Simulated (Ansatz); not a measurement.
## BN (F-43m), an elastic constant from a strain scan

Computed with Ansatz 0.2.0, DFT r2SCAN, scalar-relativistic, plane waves, PAW. Cutoff 500 eV, Γ-centred 12×12×12 k-points, Gaussian smearing of 0.05 eV. No spin polarisation. Energies are free energies at this smearing, counted from the undisturbed cell; pressure is positive in compression.

Zero of the scan (relaxed at this level):

```yaml
crystal:
  lattice:
    - [0.00000, 1.80481, 1.80481]
    - [1.80481, 0.00000, 1.80481]
    - [1.80481, 1.80481, 0.00000]
  atoms:
    - { symbol: B, position: [0.00000, 0.00000, 0.00000] }
    - { symbol: N, position: [0.75000, 0.75000, 0.75000] }
```

The cell is strained by ε times the Voigt pattern (0, 0, 0, 0, 0, 1) (xx, yy, zz, yz, xz, xy; engineering shear) with fractional coordinates fixed. The cell holds 2 atoms in V0 = 11.76 Å³. The stress column is τ = (1/V0) dE/dε, got from the stress tensor σ (compression positive) at each point as −det(1 + εP) σ : P(1 + εP)⁻¹, with P the pattern as a tensor.

| ε | ΔE (meV/atom) | τ (GPa) |
| --- | --- | --- |
| -0.0525 | 23.721 | -24.691 |
| -0.0450 | 17.416 | -21.135 |
| -0.0375 | 12.088 | -17.592 |
| -0.0300 | 7.732 | -14.061 |
| -0.0225 | 4.348 | -10.538 |
| -0.0150 | 1.932 | -7.021 |
| -0.0075 | 0.483 | -3.509 |
| 0.0000 | 0.000 | 0.000 |
| 0.0075 | 0.483 | 3.509 |
| 0.0150 | 1.932 | 7.021 |
| 0.0225 | 4.348 | 10.538 |
| 0.0300 | 7.732 | 14.061 |
| 0.0375 | 12.088 | 17.592 |
| 0.0450 | 17.416 | 21.135 |
| 0.0525 | 23.721 | 24.691 |
| 0.0600 | ? | ? |

**Question.** Which combination of elastic constants does this scan measure, and how large is it?

**Answer.** For small ε, τ = τ0 + Kε with K = pᵀCp, which for this pattern is C44 in the cubic axes. The parabola through τ at ε = -0.0075, 0 and 0.0075 has slope K = 468 GPa at zero. The energies per cell, E = NΔE, of the same two points give K = 2[E(ε₊)/ε₊ − E(ε₋)/ε₋]/[(ε₊ − ε₋)V0] = 468 GPa, in agreement. These are clamped-ion values.

**Question.** Predict the withheld row at ε = 0.0600 from the harmonic law, and compare.

**Answer.** ΔE = V0(τ0 ε + Kε²/2)/N = 30.904 meV/atom and τ = 28.07 GPa. The calculation gives 31.008 meV/atom and 28.26 GPa, a miss of 0.3 % of the harmonic energy, so the harmonic law still holds here.

Forces appear on the atoms along this scan, and letting them relax would lower the energy and soften the response.

Cost: 9 runs of about 0.44 core-minutes in all, on Intel Xeon 6975P-C (Granite Rapids) (shared hosts).